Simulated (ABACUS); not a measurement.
GaSb:

```
CELL_PARAMETERS angstrom
0.00000 3.05900 3.05900
3.05900 0.00000 3.05900
3.05900 3.05900 0.00000
ATOMIC_POSITIONS crystal
Sb 0.75000 0.75000 0.75000
Ga 0.00000 0.00000 0.00000
```

Base run:

```yaml
Program: ABACUS 3.10.1
Functional: TM
Potentials_or_basis: SG15 ONCV 1.2 PBE
Cutoff: 1279 eV
Density_cutoff: 5116 eV
Basis: plane waves
k_mesh: 5 × 5 × 5
Occupations: fermi-dirac, width 0.05 eV
Spin: no spin polarisation
```

Its results: band gap on the k mesh 0.19 eV, direct; pressure -1.5 GPa.

**Question.** After a change of settings the same cell gave: band gap on the k mesh none (metal or under the smearing width); pressure -2.5 GPa. Which change was it?
A. functional from TM to PBE; cutoff from 1279 eV to 1102 eV; density cutoff from 5116 eV to 4408 eV; k mesh from 5 × 5 × 5 to 6 × 6 × 6
B. functional from TM to rSCAN
C. functional from TM to SCAN

**Answer.** C.

Caveats: the potentials were made for another functional, which shifts forces and pressure; spin-orbit coupling is left out, which moves the levels of the heavy elements (some runs); an odd mesh through Γ misses points on the zone boundary, where band edges often lie (some runs); this crystal is a semiconductor, whose small gap the functional closes, so the metal is an error of the method (some runs).

Not every run made on this cell is shown here.
